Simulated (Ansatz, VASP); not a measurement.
**Ni (linear Ni chain) in two plane-wave programs**

Aim: how closely do two programs agree when they are given the same cell, functional and k mesh? The structure shown is the end of the Ansatz relaxation below.

Calculated with Ansatz 0.2.0; plane waves, with VASP 6.6.1 beside it; single point at PBE.

## (1) The structure

The cell holds 1 atom: 1 Ni. Its edges and angles: a = 7.500 Å, b = 7.500 Å, c = 2.180 Å, α = 90.0°, β = 90.0°, γ = 90.0°. Vacuum lies along a and b. The structure's axis is c.

## (2) Ansatz: relaxation, PBE

Ansatz runs on its default PAW (the set named soft_2) files.

This run makes the geometry at which the two programs are then compared.

File input.yaml:

```yaml
crystal:
  lattice:
    - [7.5, 0.0, 0.0]
    - [0.0, 7.5, 0.0]
    - [0.0, 0.0, 2.3064]
  atoms:
    - { symbol: Ni, position: [0.5, 0.5, 0.0], spin: 1.0 }
magnetization:
  spin_polarized: true
kpoints:
  mp_grid: { grid: [1, 1, 35] }
scf:
  occupations: { method: fermi_dirac, width: 0.05 }
hamiltonian:
  xc: pbe
relax:
  cell: { fix: [a, b, alpha, beta, gamma] }
  max_steps: 60
```

Command:

```
> ansatz run input.yaml --threads 4 --pin off --max-ram 8192MiB --backend cpu --events-out ev --progress --plain --runs-dir out
```

Numbers of over 12 decimals in the logs are rounded to 6 here.

The program printed:

```text
Engine: ansatz 0.2.0, aarch64-unknown-linux-gnu
Pseudopotentials: kind: paw
Pseudopotential: Ni, paw, valence charge 18, recommended cutoff 420 eV (normal), Ni.paw.azcp
Functional definition: PBE
  parameter kappa = 0.804
  parameter beta = 0.066725
  exchange = pbe_x(kappa = kappa, mu = beta*pi^2/3)
  correlation = pbe_c(beta = beta)
Crystal: 1 atoms, lattice volume = 129.735 Å³
Basis set: ecut = 420 eV, 2527 PW (Γ), exchange–correlation on 108×108×32 points (8 copies of the dense FFT grid, shifted against one another)
Bands: 14, of which v1, the nominal top of the filled ones, is band 9 counted from 1 (8 counted from 0)
Symmetry: 16 space group operations
Space group: P4/mmm (ITA 123), of the structure as read, at distance tolerance 5.1e-5 Å
Magnetic group: BNS 123.339 (UNI 999), of the structure as read, at distance tolerance 5.1e-5 Å
k-points: 18 of 35
Non-local potential: Ni, projectors of the file, l = 0: 3, l = 1: 2, l = 2: 3, l = 3: 1
PAW form: soft (Blöchl's): semilocal exchange-correlation on the pseudo side does not see the compensation charge
PAW one-centre angular grid: Ni, 590 points (default); XC on 64 Gauss nodes
Initial density: superposition of atomic densities (neutral atoms: chi_scale 0, normalization atom)
Starting moments: Σ|m| = 1 μB on 1 of 1 site
Initial wavefunctions: pseudopotential atomic-orbital guess
Functional: x = pbe(κ = 0.804, μ = 0.219515), c = pbe(β = 0.066725)
SCF iter   1: F=—  HF=-5835.688371 eV  |F-HF|=—  |Δ(HF+E_count)|=         —  Δρ=3.26e-2 (↑3.26e-2 ↓1.11e-2)  dr2=1.77e0  dr2_m=1.90e-1  M=1.238 μB ∫|m|=1.242 μB  β_m=0.30  ethr=3.10e-3  ⟨swp⟩=5.3  Hψ=2947  notcnv=0
Mixer restart at iter 1: flushing history
preconditioner: auto → LDOS  [metal: Δε(μ)=0.020 eV  Ē_g=6.635 eV  σ=0.050 eV  W_gap=0.10  n_scr=20 (ndim 8)  ℏωp=10.3 eV  f_vac=0.709  D(μ)=5.74/eV (n_scr^D=38)]
spin=Collinear: LDOS preconditioning applied to the charge; magnetization (m = ρ↑ − ρ↓) channel mixes plain (no charge-response kernel on spin).
SCF iter   2: F=—  HF=-5836.140544 eV  |F-HF|=—  |Δ(HF+E_count)|=   4.52e-1  Δρ=1.87e-2 (↑1.87e-2 ↓7.13e-3)  dr2=4.54e-1  dr2_m=1.37e-1  M=1.289 μB ∫|m|=1.296 μB  β_m=0.49  ethr=3.10e-3  ⟨swp⟩=2.3  Hψ=1143  notcnv=0  defer=8
SCF iter   3: F=—  HF=-5836.739192 eV  |F-HF|=—  |Δ(HF+E_count)|=   5.99e-1  Δρ=4.94e-3 (↑4.94e-3 ↓4.02e-3)  dr2=8.00e-2  dr2_m=4.51e-3  M=1.225 μB ∫|m|=1.256 μB  β_m=0.57  ethr=2.52e-3  ⟨swp⟩=2.9  Hψ=955  notcnv=0  defer=8
SCF iter   4: F=—  HF=-5836.880120 eV  |F-HF|=—  |Δ(HF+E_count)|=         —  Δρ=3.13e-3 (↑1.47e-3 ↓3.13e-3)  dr2=3.61e-3  dr2_m=5.74e-3  M=1.199 μB ∫|m|=1.233 μB  β_m=0.57  ethr=4.44e-4  ⟨swp⟩=2.7  Hψ=1026  notcnv=0  defer=8
Mixer restart at iter 4: flushing history
SCF iter   5: F=—  HF=-5836.892268 eV  |F-HF|=—  |Δ(HF+E_count)|=   1.21e-2  Δρ=1.80e-3 (↑1.15e-3 ↓1.80e-3)  dr2=7.09e-4  dr2_m=2.21e-3  M=1.196 μB ∫|m|=1.228 μB  β_m=0.79  ethr=2.01e-5  ⟨swp⟩=2.0  Hψ=947  notcnv=0  defer=8
SCF iter   6: F=—  HF=-5836.898437 eV  |F-HF|=—  |Δ(HF+E_count)|=   6.17e-3  Δρ=1.75e-3 (↑3.81e-4 ↓1.75e-3)  dr2=2.27e-3  dr2_m=7.51e-4  M=1.180 μB ∫|m|=1.210 μB  β_m=0.83  ethr=3.94e-6  ⟨swp⟩=2.0  Hψ=1027  notcnv=0  defer=10
SCF iter   7: F=—  HF=-5836.898624 eV  |F-HF|=—  |Δ(HF+E_count)|=   1.86e-4  Δρ=1.35e-3 (↑7.71e-5 ↓1.35e-3)  dr2=2.94e-4  dr2_m=5.58e-4  M=1.183 μB ∫|m|=1.212 μB  β_m=0.68  ethr=3.94e-6  ⟨swp⟩=2.1  Hψ=945  notcnv=0  defer=10
SCF iter   8: F=-5836.903317 eV  HF=-5836.901741 eV  |F-HF|=1.58e-3  |Δ(HF+E_count)|=   3.12e-3  Δρ=2.24e-3 (↑1.26e-4 ↓2.24e-3)  dr2=7.57e-4  dr2_m=1.55e-3  M=1.185 μB ∫|m|=1.214 μB  β_m=0.35  ethr=1.63e-6  ⟨swp⟩=2.0  Hψ=934  notcnv=0  defer=10
SCF iter   9: F=-5836.906213 eV  HF=-5836.905033 eV  |F-HF|=1.18e-3  |Δ(HF+E_count)|=   3.29e-3  Δρ=1.93e-3 (↑6.21e-5 ↓1.93e-3)  dr2=5.96e-4  dr2_m=1.16e-3  M=1.187 μB ∫|m|=1.218 μB  β_m=0.96  ethr=1.63e-6  ⟨swp⟩=2.0  Hψ=900  notcnv=0  defer=10
SCF iter  10: F=-5836.899981 eV  HF=-5836.899146 eV  |F-HF|=8.35e-4  |Δ(HF+E_count)|=   5.89e-3  Δρ=1.64e-3 (↑8.97e-5 ↓1.64e-3)  dr2=4.29e-4  dr2_m=8.05e-4  M=1.184 μB ∫|m|=1.213 μB  β_m=0.96  ethr=1.63e-6  ⟨swp⟩=2.0  Hψ=1078  notcnv=0  defer=10  recentre
SCF iter  11: F=-5836.907559 eV  HF=-5836.907537 eV  |F-HF|=2.13e-5  |Δ(HF+E_count)|=   8.39e-3  Δρ=3.52e-4 (↑3.79e-5 ↓3.52e-4)  dr2=3.39e-5  dr2_m=3.58e-5  M=1.192 μB ∫|m|=1.225 μB  β_m=0.97  ethr=1.63e-6  ⟨swp⟩=2.4  Hψ=1048  notcnv=0  defer=10
SCF iter  12: F=-5836.907084 eV  HF=-5836.906352 eV  |F-HF|=7.32e-4  |Δ(HF+E_count)|=   1.19e-3  Δρ=1.56e-3 (↑9.65e-6 ↓1.56e-3)  dr2=3.76e-4  dr2_m=7.25e-4  M=1.189 μB ∫|m|=1.221 μB  β_m=0.97  ethr=1.88e-7  ⟨swp⟩=2.5  Hψ=1219  notcnv=0  defer=10  recentre
SCF iter  13: F=-5836.905408 eV  HF=-5836.899144 eV  |F-HF|=6.26e-3  |Δ(HF+E_count)|=   7.21e-3  Δρ=4.53e-3 (↑4.09e-5 ↓4.53e-3)  dr2=3.18e-3  dr2_m=6.16e-3  M=1.196 μB ∫|m|=1.233 μB  β_m=0.97  ethr=1.88e-7  ⟨swp⟩=3.1  Hψ=1264  notcnv=0  defer=10  recentre
[...]
SCF 3 converged in 9 iterations: F = -5836.955578 eV  dr2 = 1.58e-9
relax step   3: F+E_penalty+E_count = -5836.95557788 eV  Δ(F+E_penalty+E_count) = -2.090e-2 eV  max|allowed force component| = 0.000e0 eV/Å  Δτ_max = 0.0000 Å  P = +0.158 GPa  Ω = 120.984 Å³  energy of the carried Pulay correction = +4.844e-4 eV  fix = [a, b, alpha, beta, gamma]  reactions: a -0.119, b -0.119 GPa  (9 SCF iters, dr2 threshold 1.00e-7 eV, accepted)
[...]
relax step   4: F+E_penalty+E_count = -5836.95913545 eV  Δ(F+E_penalty+E_count) = -3.558e-3 eV  max|allowed force component| = 0.000e0 eV/Å  Δτ_max = 0.0000 Å  P = -0.072 GPa  Ω = 122.615 Å³  energy of the carried Pulay correction = +3.928e-4 eV  fix = [a, b, alpha, beta, gamma]  reactions: a -0.119, b -0.119 GPa  (8 SCF iters, dr2 threshold 1.00e-7 eV, accepted)
[...]
relax step   5: F+E_penalty+E_count = -5836.95860603 eV  Δ(F+E_penalty+E_count) = +5.294e-4 eV  max|allowed force component| = 0.000e0 eV/Å  Δτ_max = 0.0000 Å  P = -0.070 GPa  Ω = 122.615 Å³  fix = [a, b, alpha, beta, gamma]  reactions: a -0.117, b -0.117 GPa  stress off target by 2.52e-2 GPa on what of the cell is left free  SCF on the basis re-selected at this cell (its energy is not comparable with the rows above)  (11 SCF iters)
basis re-selected at this cell: Δ(F+E_penalty+E_count) = +5.294e-4 eV, ΔP = +0.002 GPa vs the last step (what re-selecting the basis moved, of the pressure what is left beyond the Pulay correction that the steps carried, after the strain that the cell walked since its last selection, with what the two solves' SCF thresholds leave and, on support functions, any second-order correction that the steps lacked; it is no measure of the basis error at this ecutwfc). The dense FFT grid was sized anew with the basis: this SCF ran on 54×54×15 points, the steps before it on 54×54×16, so part of this shift can come from that change (see relax.cell in the input reference). [rest of the remark cut]
SCF converged after 11 iterations
Magnetization: 1.1566 μB (9.5783 up, 8.4217 down)
Absolute magnetization: 1.1937 μB (∫|ρ↑−ρ↓|, with the PAW one-centre terms)
Spin contamination: 0.0077 ħ² per cell (⟨S²⟩ above its minimum at these occupations)
Per-site moments (μB) at R_I (Å): [(1.111399, 0.899180)]
Free energy (F): -5836.958606 eV
Harris-Foulkes:  -5836.958606 eV  (|F-HF|=1.82e-12)
Internal energy: -5836.936977 eV  (E = F + TS)
E sigma→0 (E₀):  -5836.947791 eV
Entropy (-TS):   -0.021629 eV (-21.629 meV/atom)
Fermi energy:    -2.877176 eV
--- Per-component energies (eV) ---
  E_band       = -649.893661
  E_kinetic    = 280.133497
  E_local      = -8338.552808  (includes V_loc(G=0)·N_el)
  E_nonlocal   = 644.447618
  E_hartree    = 3702.675975
  E_xc         = -80.639743
  E_vxc        = -103.546106  (∫ρ·V_xc dr)
  E_paw        = -1636.616103  (= ΣΔE_a)
  E_vpaw       = -537.728600  (= ΣTr[D̂ρ^β])
  E_aug_tail   = 0.000532  (compensation charges beyond the density's cutoff)
  E_ewald      = -408.385944
  E_smearing   = -0.021629  (= −TS)
  E_closure    = 0.000000  (closes the sum)
  Σ components = -5836.958606   (vs F -5836.958606, Δ=0.00e0)
--- Forces (eV/Å), atoms counted from 1 ---
  atom   1  Ni     0.00000000     0.00000000     0.00000000
  max |Σ_I F_I| component: 1.77e-28 eV/Å
--- Stress (GPa, compression-positive) ---
       -0.117445       0.000000       0.000000
        0.000000      -0.117445       0.000000
        0.000000       0.000000       0.025201
  P = ⅓ Tr σ = -0.0699 GPa (-0.699 kbar)
--- Relaxed structure (4 steps of the walk, 4 accepted, 1 SCFs on fresh bases) ---
  F+E_penalty+E_count = -5836.95860603 eV   max|allowed force component| = 0.000e0 eV/Å   (the final SCF, on the basis selected at the relaxed cell)
  cell:  # Å, volume = 122.6154 Å³
    - [7.5, 0.0, 0.0]
    - [0.0, 7.5, 0.0]
    - [0.0, 0.0, 2.179829]
  atoms:
    - { symbol: Ni, position: [0.5, 0.5, 0.0] }
```

## (3) VASP: single point, PBE

The same cell, functional, mesh and smearing now go to VASP, with its own data sets.

Lines of VASP's logs that name or quote its potential files are left out, and so is its time.

File INCAR:

```
SYSTEM = Ni
PREC = Accurate
ENCUT = 600
EDIFF = 1E-06
NELM = 200
ISMEAR = -1
SIGMA = 0.05
LREAL = .FALSE.
ALGO = Normal
GGA = PE
NBANDS = 12
ISPIN = 2
MAGMOM = 1.11
LASPH = .TRUE.
LMAXMIX = 4
LORBIT = 11
LWAVE = .FALSE.
LCHARG = .FALSE.
ISIF = 2
GGA_COMPAT = .FALSE.
```

File POSCAR:

```
Ni
1.0
    7.5000000000      0.0000000000      0.0000000000
    0.0000000000      7.5000000000      0.0000000000
    0.0000000000      0.0000000000      2.1798291847
Ni
1
Direct
    0.5000000000      0.5000000000      0.0000000000
```

File KPOINTS:

```
Automatic mesh
0
Gamma
1 1 35
0 0 0
```

Potentials, in the order of the species: Ni (PBE family, release 64).

Command:

```
> mpirun -np 1 vasp_std
```

The program printed:

```text
[banner, memory and clock lines left out]
running    1 mpi-ranks, on    1 nodes
 distrk:  each k-point on    1 cores,    1 groups
 distr:  one band on    1 cores,    1 groups

 POSCAR found type information on POSCAR Ni
 POSCAR found :  1 types and       1 ions
 LDA part: xc-table for (Slater+PW92), standard interpolation
 POSCAR, INCAR and KPOINTS ok, starting setup
 FFT: planning ... GRIDC
 FFT: planning ... GRID_SOFT
 FFT: planning ... GRID
 WAVECAR not read
 entering main loop
       N       E                     dE             d eps       ncg     rms          rms(c)
DAV:   1     0.434105191228E+02    0.43411E+02   -0.36090E+03   864   0.658E+02
DAV:   2    -0.177564256937E+01   -0.45186E+02   -0.40757E+02   916   0.137E+02
DAV:   3    -0.296272372062E+01   -0.11871E+01   -0.11834E+01  1000   0.255E+01
DAV:   4    -0.297421294861E+01   -0.11489E-01   -0.11488E-01  1160   0.329E+00
DAV:   5    -0.297442148944E+01   -0.20854E-03   -0.20853E-03  1024   0.325E-01    0.592E+00
DAV:   6    -0.300770909565E+01   -0.33288E-01   -0.54227E+00   960   0.323E+01    0.717E+00
DAV:   7    -0.272621641443E+01    0.28149E+00   -0.15314E+00   896   0.156E+01    0.164E+00
DAV:   8    -0.273364391160E+01   -0.74275E-02   -0.55592E-02   900   0.152E+00    0.133E+00
DAV:   9    -0.272749728178E+01    0.61466E-02   -0.17759E-02   884   0.155E+00    0.640E-01
DAV:  10    -0.272393085056E+01    0.35664E-02   -0.80837E-03   872   0.670E-01    0.330E-01
DAV:  11    -0.272470394514E+01   -0.77309E-03   -0.16498E-03   892   0.450E-01    0.934E-02
DAV:  12    -0.272462920069E+01    0.74744E-04   -0.31592E-04   932   0.232E-01    0.509E-02
DAV:  13    -0.272465348116E+01   -0.24280E-04   -0.97115E-05   864   0.865E-02    0.807E-02
DAV:  14    -0.272428837793E+01    0.36510E-03   -0.40994E-04   864   0.173E-01    0.444E-02
DAV:  15    -0.272452223278E+01   -0.23385E-03   -0.10556E-04   876   0.101E-01    0.270E-02
DAV:  16    -0.272452837841E+01   -0.61456E-05   -0.15565E-04   864   0.101E-01    0.898E-03
DAV:  17    -0.272458964679E+01   -0.61268E-04   -0.86404E-05   872   0.652E-02    0.709E-03
DAV:  18    -0.272460392597E+01   -0.14279E-04   -0.81062E-06   884   0.260E-02    0.517E-03
DAV:  19    -0.272460670738E+01   -0.27814E-05   -0.24766E-06   884   0.172E-02    0.220E-03
DAV:  20    -0.272460738850E+01   -0.68112E-06   -0.10311E-06   908   0.100E-02
   1 F= -.27246074E+01 E0= -.27083126E+01  d E =-.325895E-01  mag=     1.1221
```

Parts of OUTCAR (step 3):

```text
ion  position               nearest neighbor table
   1  0.500  0.500  0.000-

  LATTYP: Found a simple tetragonal cell.
 ALAT       =     7.5000000000
 C/A-ratio  =     0.2906438913

 Subroutine GETGRP returns: Found 16 space group operations
 (whereof 16 operations were pure point group operations)

The static configuration has the point symmetry D_4h.

 Found     18 irreducible k-points:

   k-points           NKPTS =     18   k-points in BZ     NKDIM =     18   number of bands    NBANDS=     12

   dimension x,y,z NGX =    60 NGY =   60 NGZ =   18
   dimension x,y,z NGXF=   120 NGYF=  120 NGZF=   36

   ENCUT  =  600.0 eV  44.10 Ry    6.64 a.u.  14.98 14.98  4.35*2*pi/ulx,y,z

   NELECT =      10.0000    total number of electrons

 k-points in reciprocal lattice and weights: Automatic mesh
   0.00000000  0.00000000  0.00000000       0.029
   0.00000000  0.00000000  0.02857143       0.057
   0.00000000  0.00000000  0.05714286       0.057
   0.00000000  0.00000000  0.08571429       0.057
   0.00000000  0.00000000  0.11428571       0.057
   0.00000000  0.00000000  0.14285714       0.057
   0.00000000  0.00000000  0.17142857       0.057
   0.00000000  0.00000000  0.20000000       0.057
   0.00000000  0.00000000  0.22857143       0.057
[...]
0.00000000  0.00000000  0.45714286       0.057
   0.00000000  0.00000000  0.48571429       0.057

 average (electrostatic) potential at core
       1 -94.5460

 E-fermi :  -3.6640

 spin component 1
 k-point     1 :       0.0000    0.0000    0.0000
  band No.  band energies     occupation
    ...
      2      -5.4541      1.00000
      3      -5.1745      1.00000
      4      -5.1714      1.00000
      5      -4.3254      1.00000
      6      -4.3254      1.00000
      7      -1.0422      0.00000
      8      -1.0422      0.00000
      9       0.7880      0.00000
     10       2.0793      0.00000
     11       3.9402      0.00000
    ...

 k-point     2 :       0.0000    0.0000    0.0286
  band No.  band energies     occupation
    ...
      2      -5.4387      1.00000
      3      -5.1701      1.00000
      4      -5.1670      1.00000
      5      -4.3552      1.00000
      6      -4.3552      1.00000
      7      -1.0002      0.00000
      8      -1.0002      0.00000
      9       0.8129      0.00000
     10       2.1043      0.00000
     11       3.9677      0.00000
    ...

 k-point     3 :       0.0000    0.0000    0.0571
  band No.  band energies     occupation
    ...
      2      -5.3925      1.00000
      3      -5.1572      1.00000
      4      -5.1542      1.00000
      5      -4.4406      1.00000
      6      -4.4406      1.00000
      7      -0.8779      0.00000
      8      -0.8779      0.00000
      9       0.8873      0.00000
     10       2.1794      0.00000
     11       4.0500      0.00000
    ...

 k-point     4 :       0.0000    0.0000    0.0857
  band No.  band energies     occupation
    ...
      2      -5.3152      1.00000
      3      -5.1361      1.00000
      4      -5.1333      1.00000
      5      -4.5713      1.00000
      6      -4.5713      1.00000
      7      -0.6836      0.00000
      8      -0.6836      0.00000
      9       1.0114      0.00000
     10       2.3045      0.00000
     11       4.1868      0.00000
    ...

 k-point     5 :       0.0000    0.0000    0.1143
  band No.  band energies     occupation
    ...
      2      -5.2063      1.00000
      3      -5.1076      1.00000
      4      -5.1050      1.00000
      5      -4.7348      1.00000
      6      -4.7348      1.00000
      7      -0.4273      0.00000
      8      -0.4273      0.00000
      9       1.1852      0.00000
     10       2.4798      0.00000
     11       4.3775      0.00000
    ...

 k-point     6 :       0.0000    0.0000    0.1429
  band No.  band energies     occupation
    ...
      2      -5.0725      1.00000
      3      -5.0701      1.00000
      4      -5.0641      1.00000
      5      -4.9194      1.00000
      6      -4.9194      1.00000
      7      -0.1171      0.00000
      8      -0.1171      0.00000
      9       1.4089      0.00000
     10       2.7054      0.00000
     11       4.6215      0.00000
    ...

  Total       -0.0964217     -0.0964217     -0.0302705      0.0000000      0.0000000      0.0000000
  in kB       -1.2599122     -1.2599122     -0.3955349      0.0000000      0.0000000      0.0000000
  external PRESSURE =      -0.9717864 kB  Pullay stress =       0.0000000 kB

  energy-cutoff  :      600.00
  volume of cell :      122.62
      direct lattice vectors                 reciprocal lattice vectors
     7.500000000  0.000000000  0.000000000     0.133333333  0.000000000  0.000000000
     0.000000000  7.500000000  0.000000000     0.000000000  0.133333333  0.000000000
     0.000000000  0.000000000  2.179829185     0.000000000  0.000000000  0.458751542

 POSITION                                       TOTAL-FORCE (eV/Angst)
 -----------------------------------------------------------------------------------
      3.75000      3.75000      0.00000         0.000000      0.000000      0.000000
 -----------------------------------------------------------------------------------
    total drift:                                0.000000      0.000000     -0.000000

  FREE ENERGIE OF THE ION-ELECTRON SYSTEM (eV)
  ---------------------------------------------------
  free  energy   TOTEN  =        -2.7246073885 eV

  energy  without entropy=       -2.6920178995  energy(sigma->0) =       -2.70831264

 total charge
# of ion       s       p       d       tot
------------------------------------------
    1        0.538   0.144   8.327   9.009

 magnetization (x)
# of ion       s       p       d       tot
------------------------------------------
    1        0.027  -0.004   1.084   1.107

[... 6 further parts left out ...]
```

## (4) Comparison

Known differences besides the potentials themselves: VASP starts from the moments at which Ansatz ended; the data sets hold 18 valence electrons in Ansatz (on its default PAW (the set named soft_2) files) and 10 in VASP; the cutoff is 420 eV in Ansatz and 600 eV in VASP; Ansatz's pressure holds a Pulay correction, VASP's none; site moments are counted in spheres of each program's own size. Total energies have different zeros and are not compared.

Compared:

```
          quantity  Ansatz   VASP  difference
    pressure (GPa)   -0.07  -0.10       +0.03
 total moment (μB)    1.16   1.12       +0.03
moment on Ni1 (μB)    1.11   1.11        0.00
```

## (5) Outcome

| Item | Value |
| --- | --- |
| difference in total moment (single point, PBE) | 0.034 μB |

The difference in total moment is 0.034 μB (single point, PBE). The data sets hold unlike numbers of valence electrons (18 in Ansatz and 10 in VASP), so part of the differences comes from the potentials. How closely two codes agree says nothing of how well the functional describes the real material.

[Lines on the potential files, build, host, timing and source positions are cut from VASP's logs without a mark.]

[Logs are printed without paths, hosts, clocks, repeated set-up lines and the standing remarks that a program may print on its own settings, such as how far it seeks lower states.]

[Hosts, paths, dates, database ids (printed as entryN), source tags and the programs' standing remarks are cut or masked in the printed files.]
